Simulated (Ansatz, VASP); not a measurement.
AlCo: VASP beside Ansatz

```
Co Al
1.0
     0.00000    2.39598    2.39598
     2.39598    0.00000    2.39598
     2.39598    2.39598    0.00000
Co Al
1 1
Direct
  0.00000 0.00000 0.00000
  0.50000 0.50000 0.50000
```

Alike in both runs: functional PBE; k mesh 14 × 14 × 14; occupations fermi-dirac, width 0.1 eV; no spin polarisation.

Ansatz relaxed the structure, and its values are those at the end. VASP's run is a single point on that final structure, the one shown.

```csv
,VASP,Ansatz
version,VASP 6.6.1,Ansatz 0.2.0
potentials or method,"VASP PAW PBE potentials, release 64 (Co, Al)","PAW with Ansatz's default frozen-core files, scalar-relativistic"
plane-wave cutoff (eV),520,420
valence electrons in the cell,12,20
```

Ansatz gave:

| Property | Result |
| --- | --- |
| pressure (GPa) | 0.0 |

Which values does VASP return?

Pressure (GPa): -0.1.

With one functional, cell and mesh, what is left measures potentials, basis and numerics. The two sets of potentials don't hold the same shells in valence.

Spin polarisation is off, so any magnetic state and its effect on volume and gap are missing.
